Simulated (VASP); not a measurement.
# TiAl6 (P6/mmm) in VASP: relaxation of cell and atoms with PBE

Aim: the relaxation of cell and atoms of TiAl6 with PBE.

Everything below comes from runs of VASP 6.6.1. Logs are shortened: lines on timing, memory, paths and dates and some standing lists are left out, and cuts for length are marked.

## 1. The cell of the first run

It takes space group P6/mmm (No. 191, hexagonal). Conventional cell: a = 4.536 Å, b = 4.536 Å, c = 4.905 Å, α = 90.00°, β = 90.00°, γ = 120.00°. Ti (site symmetry 6/mmm) is surrounded by 12 Al at 2.88 Å. Al (site symmetry m2m) has 3 Al at 1.51 to 1.52 Å as nearest neighbours.

The cell was built by a generator and needn't be a form met in nature.

## 2. Relaxation of cell and atoms, PBE (species swapped into the SmC6 type (P6/mmm, No. 191))

File INCAR:

```
PREC     = Accurate       # precision mode
ENCUT    = 600            # plane-wave cutoff, eV
EDIFF    = 1E-7           # SCF threshold, eV
ISMEAR   = 0              # smearing method
SIGMA    = 0.1            # smearing width, eV
LREAL    = False          # projectors in reciprocal space
LASPH    = True           # aspherical terms in the spheres
NELM     = 100            # most SCF steps
ALGO     = Normal         # electronic algorithm
ISIF     = 3              # what is computed and relaxed
LWAVE    = False          # write WAVECAR
LCHARG   = False          # write CHGCAR
GGA      = PE             # functional
IBRION   = 2              # ionic algorithm
NSW      = 90             # ionic steps
EDIFFG   = -0.04          # ionic threshold
```

File KPOINTS:

```
Automatic mesh
0
Gamma
  6 6 4
```

File POSCAR:

```
TiAl6
1.0
    4.5362689000      0.0000000000      0.0000000000
   -2.2681344500      3.9285241000      0.0000000000
    0.0000000000      0.0000000000      4.9054196300
Ti Al
1 6
Direct
    0.0000000000      0.0000000000      0.0000000000
    0.3328968300      0.0000000000      0.5000000000
    0.6671031700      0.0000000000      0.5000000000
    0.0000000000      0.3328968300      0.5000000000
    0.0000000000      0.6671031700      0.5000000000
    0.6671031700      0.6671031700      0.5000000000
    0.3328968300      0.3328968300      0.5000000000
```

Potentials or basis: VASP PAW PBE potentials, release 64 (Ti_sv, Al).

The run is started by

```console
cat potpaw_PBE.64/Ti_sv/POTCAR potpaw_PBE.64/Al/POTCAR > POTCAR
mpirun -np 1 vasp_std > vasp.out
```

OUTCAR:

```text
PREC = Accurate
   ENCUT = 600
   EDIFF = 1E-7
   ISMEAR = 0
   LREAL = False
   LASPH = True
   NELM = 100
   ISIF = 3
   GGA = PE
   IBRION = 2
   NSW = 90
   EDIFFG = -0.04

 ion  position               nearest neighbor table
   1  0.000  0.000  0.000-   4 2.88   5 2.88   6 2.88   7 2.88   4 2.88   5 2.88   6 2.88   7 2.88
                             2 2.88   3 2.88   2 2.88   3 2.88
   2  0.333  0.000  0.500-   5 1.51   7 1.51   3 1.52   4 2.62   6 2.62   4 2.62   6 2.62   6 2.62
                             4 2.62   1 2.88   1 2.88   3 3.02   5 3.03   7 3.03
   3  0.667  0.000  0.500-   4 1.51   6 1.51   2 1.52   5 2.62   7 2.62   5 2.62   7 2.62   7 2.62
                             5 2.62   1 2.88   1 2.88   2 3.02   6 3.03   4 3.03
   4  0.000  0.333  0.500-   3 1.51   7 1.51   5 1.52   6 2.62   2 2.62   2 2.62   6 2.62   6 2.62
                             2 2.62   1 2.88   1 2.88   5 3.02   3 3.03   7 3.03
   5  0.000  0.667  0.500-   2 1.51   6 1.51   4 1.52   7 2.62   3 2.62   3 2.62   7 2.62   7 2.62
                             3 2.62   1 2.88   1 2.88   4 3.02   2 3.03   6 3.03
   6  0.667  0.667  0.500-   3 1.51   5 1.51   7 1.52   4 2.62   2 2.62   2 2.62   4 2.62   4 2.62
                             2 2.62   1 2.88   1 2.88   7 3.02   3 3.03   5 3.03
   7  0.333  0.333  0.500-   2 1.51   4 1.51   6 1.52   5 2.62   3 2.62   3 2.62   5 2.62   5 2.62
                             3 2.62   1 2.88   1 2.88   6 3.02   2 3.03   4 3.03

 -----------------------------------------------------------------------------
|                                                                             |
|           W    W    AA    RRRRR   N    N  II  N    N   GGGG   !!!           |
|           W    W   A  A   R    R  NN   N  II  NN   N  G    G  !!!           |
|           W    W  A    A  R    R  N N  N  II  N N  N  G       !!!           |
|           W WW W  AAAAAA  RRRRR   N  N N  II  N  N N  G  GGG   !            |
|           WW  WW  A    A  R   R   N   NN  II  N   NN  G    G                |
|           W    W  A    A  R    R  N    N  II  N    N   GGGG   !!!           |
|                                                                             |
|     The distance between some ions is very small. Please check the          |
|     nearest-neighbor list in the OUTCAR file.                               |
|     I HOPE YOU KNOW WHAT YOU ARE DOING!                                     |
|                                                                             |
 -----------------------------------------------------------------------------

  LATTYP: Found a hexagonal cell.
 ALAT       =     4.5362689000
 C/A-ratio  =     1.0813776119

  Lattice vectors:

 A1 = (   4.5362689000,   0.0000000000,   0.0000000000)
 A2 = (  -2.2681344500,   3.9285241000,   0.0000000000)
 A3 = (   0.0000000000,   0.0000000000,   4.9054196300)

Analysis of symmetry for initial positions (statically):
=====================================================================
 Subroutine PRICEL returns:
 Original cell was already a primitive cell.

[... 122 lines left out ...]
   LNONCOLLINEAR =      F non collinear calculations
   LSORBIT =      F    spin-orbit coupling
   LASPH  =      T    aspherical Exc in radial PAW
   ENCUT  =  600.0 eV  44.10 Ry    6.64 a.u.   9.06  9.06  9.80*2*pi/ulx,y,z
   NELM   =    100;   NELMIN=  2; NELMDL= -5     # of ELM steps
   EDIFF  = 0.1E-06   stopping-criterion for ELM
   LREAL  =      F    real-space projection
   EDIFFG = -.4E-01   stopping-criterion for IOM
   NSW    =     90    number of steps for IOM
   IBRION =      2    ionic relax: 0-MD 1-quasi-New 2-CG
   NFREE  =      1    steps in history (QN), initial steepest desc. (CG)
   ISIF   =      3    stress and relaxation
   ISYM   =      2    0-nonsym 1-usesym 2-fastsym
   POTIM  = 0.5000    time-step for ionic-motion
   TEBEG  =    0.0;   TEEND  =   0.0 temperature during run
   PSTRESS=    0.0 pullay stress
   NELECT =      30.0000    total number of electrons
   NUPDOWN=      -1.0000    fix difference up-down
   EMIN   =  10.00;   EMAX   =-10.00  energy-range for DOS
   EFERMI =   0.00;   METHOD = LEGACY
   ISMEAR =     0;   SIGMA  =   0.10  broadening in eV -4-tet -1-fermi 0-gaus
   EFERMI_NEDOS =   21; number of points for ismear=-14 and -15
   IALGO  =     38    algorithm
   IMIX   =      4    mixing-type and parameters
     AMIX     =   0.40;   BMIX     =  1.00
     AMIX_MAG =   1.60;   BMIX_MAG =  1.00
  volume/ion in A,a.u.               =      12.49        84.28
  Fermi-wavevector in a.u.,A,eV,Ry     =   1.146165  2.165938 17.873893  1.313694
  Thomas-Fermi vector in A             =   2.282850
   LORBIT       =      0    0 simple, 1 ext, 2 COOP (PROOUT), +10 PAW based schemes
   GGA     = PE    functional components
   LHFCALC =     F    Hartree Fock is set to
   AEXX    =    0.0000 exact exchange contribution
   IVDW    =     0    specifies the selected vdW correction
   LEPSILON=     F    determine dielectric tensor
   LRPA    =     F    only Hartree local field effects (RPA)
 conjugate gradient relaxation of ions
 non-spin polarized calculation
 Gauss-broadening in eV      SIGMA  =   0.10
  energy-cutoff  :      600.00
  volume of cell :       87.42
 maximum number of plane-waves:      2946
   NGX = 19   NGY = 19   NGZ = 19

--------------------------------------- Ionic step        1  -------------------------------------------

 number of electron      30.0000001 magnetization

 Free energy of the ion-electron system (eV)
  ---------------------------------------------------
  ext. energy  EPLUGINS =         0.00000000
  ---------------------------------------------------
  free energy    TOTEN  =        70.33006615 eV

  energy without entropy =       70.36058457  energy(sigma->0) =       70.34532536

 E-fermi :  10.8214     XC(G=0): -10.8260

 val. band max:       10.7964344666   @ k =   0.5000   0.0000   0.0000
 cond. band min:      10.8372895191   @ k =   0.3333   0.3333   0.0000
 fundamental gap:      0.0408550525
 Fermi energy:        10.8214103517
[... 1505 lines left out ...]
      6      -2.2649      2.00000
[... 11 lines left out ...]
     18       3.6637      0.00000
     19       4.6756      0.00000

[... ionic steps 4 to 15 ...]

--------------------------------------- Ionic step       16  -------------------------------------------

 number of electron      30.0000046 magnetization

------------------------ aborting loop because EDIFF is reached ----------------------------------------
[... 77 lines left out ...]
--------------------------------------- Ionic step       18  -------------------------------------------

 number of electron      30.0000047 magnetization

 Free energy of the ion-electron system (eV)
  ---------------------------------------------------
  ext. energy  EPLUGINS =         0.00000000
  ---------------------------------------------------
  free energy    TOTEN  =       -28.92539133 eV

  energy without entropy =      -28.89288258  energy(sigma->0) =      -28.90913696

 E-fermi :   5.8069     XC(G=0):  -9.3268

 val. band max:        5.7956730306   @ k =   0.5000   0.0000   0.2500
 cond. band min:       5.8390768407   @ k =   0.1667   0.1667   0.2500
 fundamental gap:      0.0434038101
 Fermi energy:         5.8068785508
[... 494 lines left out ...]
  FREE ENERGIE OF THE ION-ELECTRON SYSTEM (eV)
  ---------------------------------------------------
  free  energy   TOTEN  =       -28.9253913314 eV

  energy  without entropy=      -28.8928825850  energy(sigma->0) =      -28.90913696

 reached required accuracy - stopping structural energy minimisation
```

CONTCAR:

```text
TiAl6
   1.00000000000000
     7.6788073857444585    0.0000000000000000    0.0000000000000000
    -3.8394036928722293    6.6500422493910856   -0.0000000000000000
    -0.0000000000000000    0.0000000000000000    2.8342543342239632
  Ti              Al
     1     6
Direct
     0.0000000000000000    0.0000000000000000    0.0000000000000000
     0.3333429905670729    0.0000000000000000    0.5000000000000000
     0.6666570094329269    0.0000000000000000    0.5000000000000000
     0.9999999999997989    0.3333429905666707    0.5000000000000000
     0.0000000000002010    0.6666570094333291    0.5000000000000000
     0.6666570094331283    0.6666570094333291    0.5000000000000000
     0.3333429905668719    0.3333429905666707    0.5000000000000000

  0.00000000E+00  0.00000000E+00  0.00000000E+00
  0.00000000E+00  0.00000000E+00  0.00000000E+00
  0.00000000E+00  0.00000000E+00  0.00000000E+00
  0.00000000E+00  0.00000000E+00  0.00000000E+00
  0.00000000E+00  0.00000000E+00  0.00000000E+00
  0.00000000E+00  0.00000000E+00  0.00000000E+00
  0.00000000E+00  0.00000000E+00  0.00000000E+00
```

Run time: 15 min. Hardware: 1 thread of Intel Xeon Platinum 8488C (Sapphire Rapids), shared host; peak memory 0.24 GiB.

Results:

| Quantity | Value |
| --- | --- |
| Free energy | -28.9254 eV |
| Relaxed volume | 20.68 Å³/atom |
| Relaxed cell | a = 7.679 Å, b = 7.679 Å, c = 2.834 Å, α = 90.00°, β = 90.00°, γ = 120.00° |
| Space group after relaxing (to 0.05 Å) | P6/mmm (No. 191) |
| Energy gained by relaxing | 14179.4 meV/atom |
| Ionic steps | 18 |
| Pressure after relaxing | 0.0 GPa |
| Largest force after relaxing | 0.011 eV/Å |
| Band gap on the k mesh | none (metal or under the smearing width) |

Forces on the atoms (eV/Å):
```
Ti   0.000  0.000  0.000
Al   0.011  0.000  0.000
Al  -0.011  0.000  0.000
Al  -0.006  0.010  0.000
Al   0.006 -0.010  0.000
Al  -0.006 -0.010  0.000
Al   0.006  0.010  0.000
```

Stress tensor (GPa, compression positive):
```
 0.08  0.00  0.00
 0.00  0.08  0.00
 0.00  0.00 -0.20
```

The path:
| step | energy change (eV) | largest force (eV/Å) | pressure (GPa) | volume (Å³) |
| --- | --- | --- | --- | --- |
| 1 | 0.0000 | 0.0232 | 268.25 | 87.42 |
| 2 | -64.6444 | 0.2664 | -18.02 | 523.73 |
| 3 | -93.0405 | 0.3958 | -6.65 | 257.62 |
| 4 | -93.3275 | 0.3862 | -5.55 | 248.95 |
| 5 | -93.5489 | 0.3727 | -2.62 | 231.36 |
| 6 | -93.5491 | 0.3749 | -3.29 | 234.87 |
| 7 | -94.4850 | 0.0703 | -3.49 | 217.76 |
| 8 | -96.5413 | 0.5451 | -3.49 | 185.97 |
| 9 | -96.5648 | 2.2870 | 22.12 | 122.28 |
| 10 | -97.8084 | 0.8857 | -2.47 | 167.80 |
| 11 | -98.8209 | 1.3409 | 2.66 | 145.05 |
| 12 | -98.9137 | 0.6256 | 2.55 | 141.09 |
| 13 | -99.0701 | 0.8566 | 1.95 | 143.03 |
| 14 | -99.2221 | 0.2575 | -1.38 | 148.11 |
| 15 | -99.2231 | 0.2097 | -1.60 | 148.53 |
| 16 | -99.2527 | 0.0258 | -0.11 | 145.14 |
| 17 | -99.2527 | 0.0253 | -0.10 | 145.13 |
| 18 | -99.2555 | 0.0113 | -0.01 | 144.73 |

Final structure:
```
Ti Al
1.0
     7.67881    0.00000    0.00000
    -3.83940    6.65004    0.00000
     0.00000    0.00000    2.83425
Ti Al
1 6
Direct
  0.00000 0.00000 0.00000
  0.33334 0.00000 0.50000
  0.66666 0.00000 0.50000
  0.00000 0.33334 0.50000
  0.00000 0.66666 0.50000
  0.66666 0.66666 0.50000
  0.33334 0.33334 0.50000
```

Levels at points of the mesh, in eV from the Fermi level:
| k point | band 12 | band 13 | band 14 | band 15 | band 16 | band 17 | band 18 | band 19 |
| --- | --- | --- | --- | --- | --- | --- | --- | --- |
| (0.00, 0.00, 0.00) | -2.00 | -2.00 | -0.71 | -0.34 | 1.44 | 1.44 | 1.55 | 1.92 |
| (0.50, 0.00, 0.00) | -2.82 | -2.25 | -1.13 | -0.73 | 0.71 | 1.16 | 1.34 | 1.92 |
| (0.00, 0.00, 0.50) | -2.18 | -2.18 | -2.18 | -1.28 | -0.49 | 0.77 | 0.96 | 1.00 |
| (0.50, 0.00, 0.50) | -1.87 | -1.59 | -1.46 | -1.08 | -0.69 | 0.27 | 0.45 | 0.95 |

Caveat: the volume moved by over 15 % at a fixed basis, so the end points are rough.
